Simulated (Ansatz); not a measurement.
# In2O3: the band gap up the ladder of functionals

One table from this session's results is given with a row withheld; the runs are named, their logs left out.

Code: Ansatz 0.2.0. PAW datasets, plane waves. Spin-unpolarised throughout; all numbers are computed.

**The cell**

The cell was relaxed beforehand with r2SCAN.

The symmetry is R-3c (No. 167, trigonal); a = 5.508 Å, c = 14.560 Å in the conventional setting, 12.75 Å³ an atom. Near In stand 6 O at 2.13–2.26 Å; near O stand 4 In at 2.13–2.26 Å.

As a file:

```
CELL_PARAMETERS angstrom
2.75390 1.58997 4.85346
-2.75390 1.58997 4.85346
0.00000 -3.17993 4.85346
ATOMIC_POSITIONS crystal
In 0.64292 0.64292 0.64292
In 0.85708 0.85708 0.85708
In 0.35708 0.35708 0.35708
In 0.14292 0.14292 0.14292
O 0.04659 0.75000 0.45341
O 0.75000 0.45341 0.04659
O 0.45341 0.04659 0.75000
O 0.95341 0.25000 0.54659
O 0.54659 0.95341 0.25000
O 0.25000 0.54659 0.95341
```

The first run:

The input, input.yaml:

```yaml
crystal:
  lattice:
    - [2.7539043404, 1.5899674122, 4.8534639886]
    - [-2.7539043404, 1.5899674122, 4.8534639886]
    - [0.0, -3.1799348245, 4.8534639886]
  atoms:
    - { symbol: In, position: [0.6429176626, 0.6429176626, 0.6429176626] }
    - { symbol: In, position: [0.8570823374, 0.8570823374, 0.8570823374] }
    - { symbol: In, position: [0.3570823374, 0.3570823374, 0.3570823374] }
    - { symbol: In, position: [0.1429176626, 0.1429176626, 0.1429176626] }
    - { symbol: O, position: [0.0465924456, 0.75, 0.4534075544] }
    - { symbol: O, position: [0.75, 0.4534075544, 0.0465924456] }
    - { symbol: O, position: [0.4534075544, 0.0465924456, 0.75] }
    - { symbol: O, position: [0.9534075544, 0.25, 0.5465924456] }
    - { symbol: O, position: [0.5465924456, 0.9534075544, 0.25] }
    - { symbol: O, position: [0.25, 0.5465924456, 0.9534075544] }
kpoints:
  mp_grid: { grid: [6, 6, 6] }
  band_path:
    path:
      - [[0.0, 0.0, 0.0], [0.5, 0.5, 0.5], [0.7617879583833, 0.2382120416167, 0.5]]
      - [[0.5, -0.2382120416167, 0.2382120416167], [0.5, 3.646070048779e-18, -6.703292287263e-17], [0.0, 0.0, 0.0], [0.3691060208084, -0.3691060208084, -4.287974336163e-17]]
      - [[0.6308939791916, -2.050710946222e-17, 0.3691060208084], [0.5, -2.050710946222e-17, 0.5], [0.0, 0.0, 0.0]]
    npoints: 10
hamiltonian:
  xc: pbe
scf:
  occupations: { method: fermi_dirac, width: 0.02 }
  n_extra_bands: 6
output:
  forces: true
  stress: true
  eigenvalues: true
```

Launch:

```bash
ansatz run input.yaml --threads 4 --pin off --max-ram 6451MiB --backend cpu --events-out ev --progress --plain --runs-dir out
```

Among the steps run: PBE bands along the symmetry lines; Single point with r2SCAN; Single point with HSE06; PBE+SOC; PBE0 at the same geometry.

One of the session's tables, all rows but one given; the rest of the session is left out.

```
  level  gap (eV)
    PBE      1.22
 r2SCAN      1.80
  HSE06      2.73
PBE+SOC      1.22
   PBE0         ?
```

Q: Estimate the row for PBE0 from the others.

**Answer.** gap (eV): 3.42. In the column «gap (eV)» it is the highest.

Meshes: PBE 6×6×6, r2SCAN 6×6×6, HSE06 4×4×4, PBE+SOC 6×6×6, PBE0 4×4×4

In words: PBE gives the least gap, 1.22 eV, and PBE0 the largest, 3.42 eV. Against HSE06, PBE is short by 1.51 eV, at 45 % of it, and r2SCAN 66 %. PBE0 lies 0.69 eV above HSE06, which differs from it by screening the long-range exchange.

Caveats from the session: Warnings in the runs' records: stress exchange threshold loose, stress scf threshold loose.
